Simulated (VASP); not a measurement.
Set up this calculation in VASP 6.6.1, as the native input.

```
Task                   : single point
Functional             : r2SCAN
Potentials or basis    : VASP PAW PBE potentials, release 64 (Pb_d, O)
Cutoff                 : 520 eV
k mesh                 : 6 × 6 × 4
Occupations            : fermi-dirac, width 0.02 eV
Spin                   : no spin polarisation
Dipole correction      : no
Further INCAR settings : ALGO = Normal; EDIFF = 1e-07; NBANDS = 28
```

PbO:

```
CELL_PARAMETERS angstrom
3.56646 0.00000 0.00000
-1.78323 3.08864 0.00000
0.00000 0.00000 6.47011
ATOMIC_POSITIONS crystal
Pb 0.00000 0.00000 0.00000
Pb 0.00000 0.00000 0.50000
O 0.33333 0.66667 0.25000
O 0.66667 0.33333 0.75000
```

The cell was built by a generator and needn't be a form met in nature.

One way to write it, as run:

POSCAR

```
PbO
1.0
    3.5664584755      0.0000000000      0.0000000000
   -1.7832292377      3.0886436413      0.0000000000
    0.0000000000      0.0000000000      6.4701096425
Pb O
2 2
Direct
    0.0000000000      0.0000000000      0.0000000000
    0.0000000000      0.0000000000      0.5000000000
    0.3333333333      0.6666666667      0.2500000000
    0.6666666667      0.3333333333      0.7500000000
```

INCAR.step1

```
PREC = Accurate
ENCUT = 520
ISMEAR = -1
SIGMA = 0.02
LREAL = False
LASPH = True
NELM = 100
NBANDS = 28
GGA = PE
ALGO = Normal
EDIFF = 1E-4
LWAVE = True
LCHARG = False
```

INCAR.step2

```
PREC = Accurate
ENCUT = 520
EDIFF = 1E-7
ISMEAR = -1
SIGMA = 0.02
LREAL = False
LASPH = True
NELM = 100
ALGO = Normal
ISIF = 2
LWAVE = False
LCHARG = False
METAGGA = R2SCAN
LMIXTAU = True
NBANDS = 28
ISTART = 1
```

KPOINTS

```
Automatic mesh
0
Gamma
  6 6 4
```

Potentials or basis: VASP PAW PBE potentials, release 64 (Pb_d, O).

The run is started by

```sh
$ cat potpaw_PBE.64/Pb_d/POTCAR potpaw_PBE.64/O/POTCAR > POTCAR
$ cp INCAR.step1 INCAR
$ mpirun -np 1 vasp_std > vasp.out
$ cp INCAR.step2 INCAR
$ mpirun -np 1 vasp_std > vasp.out
```

Results of the run:

```yaml
Pressure: 0.2 GPa
Band_gap_on_the_k_mesh: 0.07 eV, indirect (least direct gap 0.37 eV)
```

Caveat: the PAW data sets were made with another functional, which shifts forces and pressure a little; spin-orbit coupling is left out, which as a rule narrows the gap of such compounds by several tenths of an eV.

It took 100 s on 1 thread of Intel(R) Xeon(R) 6975P-C (Granite Rapids) (shared host), peak memory 0.21 GiB.
